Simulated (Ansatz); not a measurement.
# GaCo (Pm-3m) in Ansatz: single point with PBE

Aim: the single point of GaCo with PBE.

All numbers are computed with Ansatz 0.2.0; they aren't measurements. Logs are shortened: lines on timing, memory, paths and dates and some standing lists are left out, and cuts for length are marked.

## 1. The structure

Symmetry: Pm-3m, No. 221, cubic system. Conventional cell: a = 2.878 Å, b = 2.878 Å, c = 2.878 Å, α = 90.00°, β = 90.00°, γ = 90.00°. Around Ga (site symmetry m-3m) lie 8 Co at 2.49 Å. Co (site symmetry m-3m) is surrounded by 8 Ga at 2.49 Å.

## 2. Single point, PBE, collinear spin, ferromagnetic start

File input.yaml:

```yaml
crystal:
  lattice:
    - [2.878, 0.0, 0.0]
    - [0.0, 2.878, 0.0]
    - [0.0, 0.0, 2.878]
  atoms:
    - { symbol: Ga, position: [0.5, 0.5, 0.5] }
    - { symbol: Co, position: [0.0, 0.0, 0.0], spin: 3.5 }
hamiltonian:
  xc: pbe
  pseudopotentials: { kind: paw }
magnetization:
  spin_polarized: true
kpoints:
  mp_grid: { grid: [9, 9, 9] }
scf:
  occupations: { method: fermi_dirac, width: 0.05 }
output:
  forces: true
  stress: true
  eigenvalues: true
  write_density: true
  write_potential: true
  elf: true
  volumetric_format: npy
```

Potentials or basis: Ansatz PAW.

Started as:

```sh
$ ansatz run input.yaml --threads 2 --pin off --max-ram 5120MiB --backend cpu --events-out ev --progress --plain --runs-dir out
```

Output:

```text
Warning: where an SCF of this run starts from atoms to list the orders of its open shells, Co (site 1, from 0) starts with 3.00 μB on its 3d shell, in the place of the 3.50 μB that the deck gives it: its open shells can hold no more by Hund's first rule. To start from spheres of the given moment, type scf.initial_density.shell_occupations: []
Warning: RAYON_NUM_THREADS=2 ignored (pool sized by the plan → 2); use --threads N
Engine: ansatz 0.2.0, aarch64-unknown-linux-gnu
Pseudopotentials: kind: paw
Pseudopotential: Ga, paw, valence charge 13, recommended cutoff 420 eV (normal), Ga.paw.azcp
Pseudopotential: Co, paw, valence charge 17, recommended cutoff 420 eV (normal), Co.paw.azcp
Functional definition: PBE
  parameter kappa = 0.804
  parameter beta = 0.06672455060314922
  exchange = pbe_x(kappa = kappa, mu = beta*pi^2/3)
  correlation = pbe_c(beta = beta)
Crystal: 2 atoms, lattice volume = 23.838 Å³
Basis set: ecut = 420 eV, 461 PW (Γ), exchange–correlation on 40×40×40 points (8 copies of the dense FFT grid, shifted against one another)
Bands: 21, of which v1, the nominal top of the filled ones, is band 15 counted from 1 (14 counted from 0)
Symmetry: 48 space group operations
Space group: Pm-3m (ITA 221), of the structure as read, at distance tolerance 2.9e-5 Å
Magnetic group: BNS 221.92 (UNI 1594), of the structure as read, at distance tolerance 2.9e-5 Å
k-points: 35 of 729
Non-local potential: Ga, projectors of the file, l = 0: 2, l = 1: 2, l = 2: 3, l = 3: 1
Non-local potential: Co, projectors of the file, l = 0: 3, l = 1: 2, l = 2: 3, l = 3: 1
PAW form: soft (Blöchl's): semilocal exchange-correlation on the pseudo side does not see the compensation charge
PAW one-centre angular grid: Ga, 590 points (default); XC on 64 Gauss nodes
PAW one-centre angular grid: Co, 590 points (default); XC on 64 Gauss nodes
Initial density: superposition of atomic densities (chi_scale 0.1, normalization cell)
Starting moments: Σ|m| = 3.5 μB on 1 of 2 sites
Initial wavefunctions: pseudopotential atomic-orbital guess
Functional: x = pbe(κ = 0.804, μ = 0.2195149727645171), c = pbe(β = 0.06672455060314922)
iter 1 solved again at ethr=1.89e-3 eV; its pass at ethr=3.10e-3 eV (dr2=5.66e-1 eV) is discarded
SCF iter   1: F=—  HF=-8908.693328 eV  |F-HF|=—  |Δ(HF+E_count)|=         —  Δρ=1.85e-1 (↑1.85e-1 ↓1.45e-1)  dr2=5.65e-1  dr2_m=5.86e0  M=1.014 μB ∫|m|=1.226 μB  β_m=0.30  ethr=1.89e-3  ⟨swp⟩=1.0  Hψ=8212  notcnv=0
Mixer restart at iter 1: flushing history
preconditioner: auto → none  [metal: Δε(μ)=0.036 eV  Ē_g=15.346 eV  σ=0.050 eV  W_gap=0.18  n_scr=6 (ndim 8)  ℏωp=35.7 eV  f_vac=0.000  D(μ)=2.40/eV (n_scr^D=26)  sad-step TF]
SCF iter   2: F=—  HF=-8908.741347 eV  |F-HF|=—  |Δ(HF+E_count)|=   4.80e-2  Δρ=1.60e-1 (↑1.44e-1 ↓1.60e-1)  dr2=3.62e-1  dr2_m=4.98e0  M=0.660 μB ∫|m|=0.871 μB  β_m=0.65  ethr=1.88e-3  ⟨swp⟩=2.3  Hψ=2138  notcnv=0
SCF iter   3: F=—  HF=-8910.700285 eV  |F-HF|=—  |Δ(HF+E_count)|=    1.96e0  Δρ=1.43e-1 (↑1.43e-1 ↓3.60e-2)  dr2=4.48e0  dr2_m=6.82e-1  M=0.238 μB ∫|m|=0.391 μB  β_m=0.52  ethr=1.21e-3  ⟨swp⟩=3.5  Hψ=3716  notcnv=0  defer=33
SCF iter   4: F=—  HF=-8909.718386 eV  |F-HF|=—  |Δ(HF+E_count)|=   9.82e-1  Δρ=5.96e-2 (↑5.96e-2 ↓5.37e-2)  dr2=7.24e-2  dr2_m=6.62e-1  M=0.057 μB ∫|m|=0.120 μB  β_m=0.48  ethr=1.21e-3  ⟨swp⟩=2.9  Hψ=3626  notcnv=0  defer=77
SCF iter   5: F=—  HF=-8909.679352 eV  |F-HF|=—  |Δ(HF+E_count)|=   3.90e-2  Δρ=2.20e-2 (↑2.20e-2 ↓1.93e-2)  dr2=3.20e-3  dr2_m=9.10e-2  M=0.126 μB ∫|m|=0.192 μB  β_m=0.69  ethr=2.41e-4  ⟨swp⟩=2.1  Hψ=3027  notcnv=0  defer=79
SCF iter   6: F=—  HF=-8909.684184 eV  |F-HF|=—  |Δ(HF+E_count)|=   4.83e-3  Δρ=1.10e-2 (↑5.41e-3 ↓1.10e-2)  dr2=5.58e-3  dr2_m=1.46e-2  M=0.153 μB ∫|m|=0.215 μB  β_m=0.84  ethr=1.07e-5  ⟨swp⟩=2.0  Hψ=2876  notcnv=0  defer=79
SCF iter   7: F=—  HF=-8909.685290 eV  |F-HF|=—  |Δ(HF+E_count)|=   1.11e-3  Δρ=5.29e-3 (↑5.29e-3 ↓4.11e-3)  dr2=2.39e-4  dr2_m=4.81e-3  M=0.113 μB ∫|m|=0.153 μB  β_m=0.92  ethr=1.07e-5  ⟨swp⟩=2.5  Hψ=3066  notcnv=0  defer=80
SCF iter   8: F=—  HF=-8909.685603 eV  |F-HF|=—  |Δ(HF+E_count)|=   3.13e-4  Δρ=3.92e-3 (↑3.92e-3 ↓6.66e-4)  dr2=2.33e-3  dr2_m=9.39e-4  M=0.069 μB ∫|m|=0.091 μB  β_m=0.96  ethr=7.96e-7  ⟨swp⟩=2.1  Hψ=2694  notcnv=0  defer=80
SCF iter   9: F=—  HF=-8909.685688 eV  |F-HF|=—  |Δ(HF+E_count)|=   8.56e-5  Δρ=9.77e-4 (↑9.77e-4 ↓5.71e-4)  dr2=2.42e-5  dr2_m=1.23e-4  M=0.010 μB ∫|m|=0.012 μB  β_m=0.86  ethr=7.96e-7  ⟨swp⟩=2.1  Hψ=2717  notcnv=0  defer=80
SCF iter  10: F=—  HF=-8909.685670 eV  |F-HF|=—  |Δ(HF+E_count)|=   1.81e-5  Δρ=3.71e-4 (↑3.71e-4 ↓2.31e-4)  dr2=4.52e-6  dr2_m=1.96e-5  M=0.007 μB ∫|m|=0.009 μB  β_m=0.86  ethr=8.06e-8  ⟨swp⟩=2.0  Hψ=2608  notcnv=0  defer=80
SCF iter  11: F=—  HF=-8909.685672 eV  |F-HF|=—  |Δ(HF+E_count)|=   1.51e-6  Δρ=2.02e-5 (↑1.89e-5 ↓2.02e-5)  dr2=2.28e-7  dr2_m=1.31e-8  M=0.000 μB ∫|m|=0.000 μB  β_m=0.93  ethr=1.51e-8  ⟨swp⟩=2.0  Hψ=2541  notcnv=0  defer=80
SCF iter  12: F=—  HF=-8909.685672 eV  |F-HF|=—  |Δ(HF+E_count)|=   1.19e-7  Δρ=9.49e-6 (↑9.49e-6 ↓8.89e-6)  dr2=1.54e-10  dr2_m=1.84e-8  M=-0.000 μB ∫|m|=0.000 μB  β_m=0.94  ethr=7.59e-10  ⟨swp⟩=2.0  Hψ=1750  notcnv=0  defer=80
SCF iter  13: F=—  HF=-8909.685672 eV  |F-HF|=—  |Δ(HF+E_count)|=   3.07e-9  Δρ=1.45e-6 (↑1.45e-6 ↓1.11e-6)  dr2=2.55e-11  dr2_m=3.46e-10  M=-0.000 μB ∫|m|=0.000 μB  β_m=0.97  ethr=1.00e-12  ⟨swp⟩=3.0  Hψ=2787  notcnv=0  defer=80
SCF iter  14: F=—  HF=-8909.685672 eV  |F-HF|=—  |Δ(HF+E_count)|=  4.00e-11  Δρ=2.39e-7 (↑2.34e-7 ↓2.39e-7)  dr2=2.94e-11  dr2_m=1.91e-13  M=0.000 μB ∫|m|=0.000 μB  β_m=0.80  ethr=1.00e-12  ⟨swp⟩=2.6  Hψ=2332  notcnv=0  defer=80
SCF iter  15: F=-8909.685672 eV  HF=-8909.685672 eV  |F-HF|=3.64e-12  |Δ(HF+E_count)|=  5.46e-12  Δρ=4.84e-8 (↑4.84e-8 ↓4.73e-8)  dr2=1.12e-12  dr2_m=3.13e-14  M=0.000 μB ∫|m|=0.000 μB  ethr=1.00e-12  ⟨swp⟩=8.6  Hψ=7211  notcnv=0
SCF 1 converged in 15 iterations: F = -8909.685672 eV  dr2 = 1.12e-12
WARN: the starting moments were not kept: the SCF closed with an absolute magnetisation of 1.4e-6 μB, where they sum to 3.5 μB in size (1 site). That is at most 0.1 of that sum. Measured as dr2_m measures the in/out step, that magnetisation stands 4.6e-12 eV from none, at or under the dr2_threshold of 1.0e-7 eV: it is no larger than a step whose dr2_m would equal this threshold. The system may hold no moment; this SCF shows only that its start led to no more than that. To try another start: raise the starting moments (crystal.atoms[].spin, magnetization.per_species, magnetization.initial_magnetization, or on a non-collinear deck that types none of these the spinor_matrix: blocks that start its atoms; where the total moment is fixed, keep their sum and leave initial_magnetization as it is; typed ones take the place of any that the run laid by itself, positive ones on a crystal's lanthanoids without a Hubbard term where scf.initial_density.shell_occupations: [] is typed) or, if the notice of its spin-set hold's release reads "site moments contracting" or "site moments show no strong build", lengthen the hold (scf.mixing.spin_hold: { on: { confirm: 4 } }; for m-r²SCAN on two components see the key's manual first). Each may lead to a state that holds a moment. A second SCF, from the converged charge density, with the starting moments and any scf.initial_density.shell_occupations laid on it anew, would have followed, and was not run: the deck does not ask for one (magnetization.retry_lost_moments is false, the default). To let it run, set magnetization.retry_lost_moments: true and run the deck again, where that key's refused combinations let it; where memory then withholds it, that run's warning says so.
SCF converged after 15 iterations
Magnetization: 0.0000 μB (15.0000 up, 15.0000 down)
Absolute magnetization: 0.0000 μB (∫|ρ↑−ρ↓|, with the PAW one-centre terms)
Spin contamination: 0.0000 ħ² per cell (⟨S²⟩ above its minimum at these occupations)
Per-site moments (μB) at R_I (Å): [(-3.422583429598953e-8, 1.028123708737791), (1.3153245829016614e-6, 1.028123708737791)]
Free energy (F): -8909.685672 eV
Harris-Foulkes:  -8909.685672 eV  (|F-HF|=3.64e-12)
Internal energy: -8909.674925 eV  (E = F + TS)
E sigma→0 (E₀):  -8909.680298 eV
Entropy (-TS):   -0.010747 eV (-5.374 meV/atom)
Fermi energy:    16.902437 eV
--- Per-component energies (eV) ---
  E_band       = -216.360446
  E_kinetic    = 573.427187
  E_local      = -4483.251828  (includes V_loc(G=0)·N_el)
  E_nonlocal   = 884.623037
  E_hartree    = 1990.556272
  E_xc         = -228.960364
  E_vxc        = -264.518660  (∫ρ·V_xc dr)
  E_paw        = -3508.452788  (= ΣΔE_a)
  E_vpaw       = -907.752606  (= ΣTr[D̂ρ^β])
  E_aug_tail   = -0.000033  (compensation charges beyond the density's cutoff)
  E_ewald      = -4137.616408
  E_smearing   = -0.010747  (= −TS)
  E_closure    = -0.000000  (closes the sum)
  Σ components = -8909.685672   (vs F -8909.685672, Δ=0.00e0)
--- Forces (eV/Å), atoms counted from 1 ---
  atom   1  Ga     0.00000000    -0.00000000     0.00000000
  atom   2  Co    -0.00000000     0.00000000     0.00000000
  max |Σ_I F_I| component: 1.17e-29 eV/Å
--- Stress (GPa, compression-positive) ---
        0.674203       0.000000       0.000000
        0.000000       0.674203       0.000000
        0.000000       0.000000       0.674203
  P = ⅓ Tr σ = 0.6742 GPa (6.742 kbar)
--- Band table (eV; the first three rows and the last of 70) ---
  k-point 0 ↑: bands = ["-77.7617", "-41.0699", "-41.0699", "-41.0699", "1.7554", "1.7554", "2.1038", "2.1038", "2.1038", "4.8035", "14.3536", "14.3536", "16.1783", "16.1783", "16.1783", "22.0859", "22.0859", "22.0859", "27.8914", "27.8914", "29.3861"]
  k-point 1 ↑: bands = ["-77.7614", "-41.0744", "-41.0695", "-41.0695", "1.7619", "1.7874", "2.0921", "2.0921", "2.1065", "5.0372", "14.3007", "14.3791", "16.0265", "16.0265", "16.1791", "20.5476", "22.4937", "22.4937", "27.9319", "28.6292", "30.7914"]
  k-point 2 ↑: bands = ["-77.7606", "-41.0858", "-41.0686", "-41.0686", "1.7783", "1.8652", "2.0627", "2.0627", "2.1133", "5.7381", "13.8850", "14.4452", "15.6912", "15.6912", "16.1809", "18.3498", "23.5967", "23.5967", "28.0523", "29.0495", "34.6111"]
  k-point 34 ↓: bands = ["-77.7539", "-41.0997", "-41.0997", "-41.0997", "1.8443", "1.8508", "1.8508", "2.2516", "2.2516", "12.4358", "12.8994", "12.8994", "16.5776", "16.5776", "17.8529", "19.1137", "20.3065", "20.3065", "22.4702", "22.4702", "23.1422"]
```

Wall time 2.4 s (2 threads of Arm Neoverse V2, shared host); peak memory 0.31 GiB.

Results:

| Item | Value |
| --- | --- |
| Free energy | -8909.6857 eV |
| Pressure | 0.7 GPa |
| Band gap on the k mesh | none (metal or under the smearing width) |
| Net moment | 0.00 μB per cell |
| Absolute moment | 0.00 μB per cell |

Levels at points of the mesh, in eV from the Fermi level:
Spin up:
```
           k point  band 11  band 12  band 13  band 14  band 15  band 16  band 17  band 18  band 19  band 20
(0.00, 0.00, 0.00)    -2.55    -2.55    -0.72    -0.72    -0.72     5.18     5.18     5.18    10.99    10.99
```
Spin down:
```csv
k point,band 11,band 12,band 13,band 14,band 15,band 16,band 17,band 18,band 19,band 20
"(0.00, 0.00, 0.00)",-2.55,-2.55,-0.72,-0.72,-0.72,5.18,5.18,5.18,10.99,10.99
```

Caveat: the starting moments collapsed, and a magnetic state may lie lower; the starting moments weren't kept.
